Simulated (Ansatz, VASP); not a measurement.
Given: the input of a run of Ansatz 0.2.0 on TePb.

Contents of input.yaml:

```yaml
crystal:
  lattice:
    - [4.002287, 0.0, 0.0]
    - [0.0, 4.002287, 0.0]
    - [0.0, 0.0, 4.002287]
  atoms:
    - { symbol: Pb, position: [0.0, 0.0, 0.0] }
    - { symbol: Te, position: [0.5, 0.5, 0.5] }
kpoints:
  mp_grid: { grid: [7, 7, 7] }
scf:
  occupations: { method: gaussian, width: 0.023 }
hamiltonian:
  xc: pbe
  pseudopotentials: { kind: all_electron, lapw: { basis_error: 0.001 } }
output:
  forces: true
  stress: true
  eigenvalues: true
```

Potentials or basis: all-electron LAPW, scalar-relativistic.

The run is started by

```sh
$ ansatz run input.yaml --threads 1 --pin off --max-ram 3072MiB --backend cpu --events-out ev --progress --plain --runs-dir out
```

Question: Translate it to VASP 6.6.1. Potentials there: VASP PAW PBE potentials, release 64 (Pb_d, Te).

Answer: As run (the cutoff follows the program's own potentials):

File INCAR:

```
SYSTEM = TePb
ALGO     = Normal         ! electronic algorithm
EDIFF    = 1E-7           ! SCF threshold, eV
ENCUT    = 520            ! plane-wave cutoff, eV
GGA      = PE             ! functional
ISIF     = 2              ! what is computed and relaxed
ISMEAR   = 0              ! smearing method
LASPH    = .True.         ! aspherical terms in the spheres
LCHARG   = .True.         ! write CHGCAR
LELF     = .True.         ! ELF
LREAL    = .False.        ! projectors in reciprocal space
LVHAR    = .True.       
LWAVE    = .False.        ! write WAVECAR
NBANDS   = 17             ! bands
NELM     = 60             ! most SCF steps
PREC     = Accurate       ! precision mode
SIGMA    = 0.023          ! smearing width, eV
```

KPOINTS

```
k-points
0
Gamma
  7 7 7
  0 0 0
```

The input POSCAR:

```
TePb
1.0
    4.0022870000      0.0000000000      0.0000000000
    0.0000000000      4.0022870000      0.0000000000
    0.0000000000      0.0000000000      4.0022870000
Pb Te
1 1
Direct
    0.0000000000      0.0000000000      0.0000000000
    0.5000000000      0.5000000000      0.5000000000
```

Potentials or basis: VASP PAW PBE potentials, release 64 (Pb_d, Te).

Run with:

```console
$ cat potpaw_PBE.64/Pb_d/POTCAR potpaw_PBE.64/Te/POTCAR > POTCAR
$ mpirun -np 1 vasp_std > vasp.out
```

Both were run:

|  | VASP | Ansatz | Ansatz less VASP |
| --- | --- | --- | --- |
| gap on the k mesh at the Fermi level (eV) | none | none | - |
| pressure (GPa) | 0.0 | 0.1 | +0.06 |

A gap of «none» marks a metal or a gap that the smearing closes. Ansatz ran all-electron here, so the differences hold the error of VASP's frozen core and of both bases.

The runs have no spin-orbit coupling, so splittings on Pb, Te are missing.
